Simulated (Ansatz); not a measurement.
I:

```
CELL_PARAMETERS angstrom
0.00000 2.36560 3.90984
2.19225 0.00000 3.90984
2.19225 2.36560 0.00000
ATOMIC_POSITIONS crystal
I 0.00000 0.00000 0.00000
```

| Quantity | Value |
| --- | --- |
| Program | Ansatz 0.2.0 |
| Task | single point |
| Functional | PBE |
| Potentials or basis | Ansatz PAW |
| Cutoff | 420 eV (not typed: the program's choice for these potentials) |
| k mesh | 9 × 9 × 9 |
| Occupations | fermi-dirac, width 0.05 eV |
| Spin | no spin polarisation |

On this cell: pressure 0.5 GPa; band gap on the k mesh none (metal or under the smearing width).

The same run follows on a disturbed copy (cell strained at random at fixed volume):

```
I
1.0
     0.04516    2.34955    3.89697
     2.22281    0.04624    3.89432
     2.26628    2.38544    0.00361
I
1
Direct
  0.00089 0.00585 0.00117
```

Task: What does the disturbed cell give?

Result: The energy (extrapolated to zero smearing) moves by -6.1 meV/atom; pressure 0.5 GPa; band gap on the k mesh none (metal or under the smearing width).

Stress tensor (GPa, compression positive):
```
 0.49  1.39  0.00
 1.39  0.09 -0.01
 0.00 -0.01  0.79
```

The energy falls, though the first cell shows no forces: that form is unstable against this distortion, unless noise or another electronic state is at work.

Caveats: an odd number of electrons without spin polarisation forces a metal; a magnetic or distorted state may lie lower.
